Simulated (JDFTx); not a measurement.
Cl:

```
Cl
1.0
     3.14500   -2.25000    0.00000
     3.14500    2.25000    0.00000
     0.00000    0.00000    8.21000
Cl
4
Direct
  0.37000 0.63000 0.40000
  0.13000 0.87000 0.90000
  0.63000 0.37000 0.60000
  0.87000 0.13000 0.10000
```

Base run:

- Program: JDFTx 1.7.0 (patched build)
- Functional: PBEsol
- Potentials or basis: PseudoDojo-SR-PBEsol-0.4.1-standard with smoothed tails
- Cutoff: 789 eV
- Density cutoff: 6313 eV
- k mesh: 7 × 7 × 4
- Occupations: fermi-dirac, width 0.05 eV
- Spin: no spin polarisation

Its results: band gap on the k mesh 2.41 eV, indirect (least direct gap 2.46 eV); pressure -0.9 GPa; largest force 0.173 eV/Å.

Question: The run is repeated on the same cell with these changes: functional from PBEsol to LDA; potentials or basis from PseudoDojo-SR-PBEsol-0.4.1-standard with smoothed tails to PseudoDojo-SR-LDA-0.4.1-standard with smoothed tails; cutoff from 789 eV to 762 eV; density cutoff from 6313 eV to 6095 eV. What comes out?

Answer: Band gap on the k mesh 2.32 eV, indirect (least direct gap 2.37 eV); pressure -2.5 GPa; largest force 0.205 eV/Å.

Caveats: the empty levels aren't tightly converged; an odd mesh through Γ misses points on the zone boundary, where band edges often lie.
